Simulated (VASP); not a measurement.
Here is a VASP 6.6.1 calculation.

File INCAR:

```
SYSTEM = C
ALGO     = Normal         ! electronic algorithm
EDIFF    = 1E-6           ! SCF threshold, eV
EDIFFG   = -0.01          ! ionic threshold
ENCUT    = 600            ! plane-wave cutoff, eV
GGA      = CA             ! functional
IBRION   = 2              ! ionic algorithm
ISIF     = 3              ! what is computed and relaxed
ISMEAR   = 0              ! smearing method
LASPH    = .True.         ! aspherical terms in the spheres
LATTICE_CONSTRAINTS= .TRUE. .TRUE. .FALSE.
LCHARG   = .False.        ! write CHGCAR
LREAL    = .False.        ! projectors in reciprocal space
LWAVE    = .False.        ! write WAVECAR
NELM     = 80             ! most SCF steps
NSW      = 90             ! ionic steps
PREC     = Accurate       ! precision mode
SIGMA    = 0.03           ! smearing width, eV
```

Contents of KPOINTS:

```
k-points
0
Gamma
  15 15 1
  0 0 0
```

The input POSCAR:

```
C
1.0
    2.4700000000      0.0000000000      0.0000000000
   -1.2350000000      2.1390827500      0.0000000000
    0.0000000000      0.0000000000     18.0339500000
C
2
Direct
    0.0000000000      0.0000000000      0.4990587200
    0.6666666700      0.3333333300      0.5009412800
```

Potentials or basis: VASP PAW LDA potentials, release 64 (C).

Command:

```console
$ cat potpaw_LDA.64/C/POTCAR > POTCAR
$ mpirun -np 1 vasp_std > vasp.out
```

Problem. Predict the band gap on the k mesh.

Solution. None (metal or under the smearing width).

Problem. What does it give for the space group after relaxing (to 0.05 Å)?

Solution. P6/mmm (No. 191).

Problem. Predict the relaxed cell.

Solution. a = 2.446 Å, b = 2.446 Å, c = 18.034 Å, α = 90.00°, β = 90.00°, γ = 120.00°.

Final structure:
```
C
1.0
     2.44603    0.00000    0.00000
    -1.22301    2.11832    0.00000
     0.00000    0.00000   18.03395
C
2
Direct
  0.00000 0.00000 0.50000
  0.66667 0.33333 0.50000
```

LDA usually gives volumes a few per cent too small. Zero-point motion and thermal expansion aren't in these numbers.
